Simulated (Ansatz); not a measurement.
RbBr in the CsCl structure, relaxed with r2SCAN in Ansatz. The symmetry is Pm-3m (No. 221, cubic); a = 4.128 Å in the conventional setting, 35.17 Å³ an atom. Rb has 8 Br at 3.57 Å; Br has 8 Rb at 3.57 Å.

The axes x, y and z are those of this cell:
```
Rb Br
1.0
     4.12793    0.00000    0.00000
     0.00000    4.12793    0.00000
     0.00000    0.00000    4.12793
Rb Br
1 1
Direct
  0.00000 0.00000 0.00000
  0.50000 0.50000 0.50000
```

Unstrained: The PBE gap is indirect, 4.078 eV (M to Γ), below the direct gap of 4.231 eV at Γ. With r2SCAN the valence top lies at M and the conduction bottom at Γ, 4.824 eV higher; the smallest vertical gap, at Γ, is 4.978 eV. HSE06 gives an indirect gap of 5.258 eV, from M to Γ; the least direct gap is 5.422 eV at Γ. Meshes: PBE 6×6×6, r2SCAN 6×6×6, HSE06 4×4×4. Strains are changes of length per length, and xy shears are angles. After each strain the atoms were relaxed again with r2SCAN within the symmetry that the strain leaves, so tilts or polar shifts that break it weren't tested; points keep the names that they have in the unstrained zone. Values at 0 K without nuclear motion; spin polarisation is off, and the phase may be a hypothetical one.

Problem. One strain changed the r2SCAN stress by xx +1.00, yy +0.20, zz +0.20 GPa (compression positive) and the gap by +0.003 eV (PBE), +0.008 eV (r2SCAN), +0.007 eV (HSE06). Which kind of strain was it, and roughly how large?

Solution. Uniaxial -2.49 % along x, other directions held. The pattern of the stress gives the kind; the size needs the stiffness, so it is an estimate.

Problem. Apply epitaxial +5.34 % in the plane normal to [111], free normal strain -3.28 %. How far does the gap move, against the unstrained cell?

Solution. PBE: the gap goes from 4.078 to 3.863 eV (-0.215 eV). r2SCAN: the gap goes from 4.824 to 4.577 eV (-0.247 eV). HSE06: the gap goes from 5.258 to 5.021 eV (-0.237 eV). The r2SCAN energy rises by 15.8 meV an atom.

Problem. Estimate what xy shear, engineering strain (angle) +1.63 % does to the gap.

Solution. PBE: the gap goes from 4.078 to 4.079 eV (+0.001 eV). r2SCAN: the gap goes from 4.824 to 4.824 eV (0.000 eV). HSE06: the gap goes from 5.258 to 5.258 eV (0.000 eV). The r2SCAN energy rises by 0.2 meV an atom.

The runs are scalar-relativistic, without spin-orbit coupling.

The meshes of the hybrids are coarse, so their gaps aren't converged to the digits shown.
